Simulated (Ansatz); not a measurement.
A run of Ansatz 0.2.0 is set up as follows.

Contents of input.yaml:

```yaml
crystal:
  lattice:
    - [-1.641, 1.641, 1.641]
    - [1.641, -1.641, 1.641]
    - [1.641, 1.641, -1.641]
  atoms:
    - { symbol: Ti, position: [0.0, 0.0, 0.0] }
kpoints:
  mp_grid: { grid: [8, 8, 8] }
  band_path:
    path:
      - [0.0, 0.0, 0.0]
      - [0.5, -0.5, 0.5]
      - [0.0, 0.0, 0.5]
      - [0.0, 0.0, 0.0]
      - [0.25, 0.25, 0.25]
      - [0.5, -0.5, 0.5]
    npoints: 10
scf:
  occupations: { method: fermi_dirac, width: 0.05 }
hamiltonian:
  xc: { exchange: pbe, correlation: pbesol }
  pseudopotentials: { kind: all_electron, lapw: { basis_error: 0.001 } }
magnetization:
  noncollinear: true
  spin_orbit: true
output:
  forces: true
  stress: true
  eigenvalues: true
  fatbands: true
  dos: { projected: true, de: 0.1, e_range: [-10, 6] }
  populations: true
```

Potentials or basis: all-electron LAPW, relativistic spinors.

The run is started by

```bash
$ ansatz run input.yaml --threads 1 --pin off --max-ram 2560MiB --backend cpu --events-out ev --progress --plain --runs-dir out
```

Question: Predict the band gap along the path.

Answer: None (metal or under the smearing width).

Question: Estimate the pressure.

Answer: -2.6 GPa.

Levels at the corners of the path, in eV from the Fermi level:
| point | band 10 | band 11 | band 12 | band 13 | band 14 | band 15 |
| --- | --- | --- | --- | --- | --- | --- |
| Γ | -5.85 | 0.95 | 0.95 | 0.95 | 0.95 | 0.97 |
| H | -2.05 | -2.05 | -2.05 | 3.81 | 3.81 | 3.81 |
| N | -2.40 | -0.39 | -0.39 | 1.14 | 1.14 | 2.66 |
| Γ | -5.85 | 0.95 | 0.95 | 0.95 | 0.95 | 0.97 |
| P | -0.61 | -0.59 | -0.59 | -0.59 | -0.59 | 3.06 |
| H | -2.05 | -2.05 | -2.05 | 3.81 | 3.81 | 3.81 |

Caveat: the k mesh is thin for a metal, which can move the energy by tens of meV per atom.
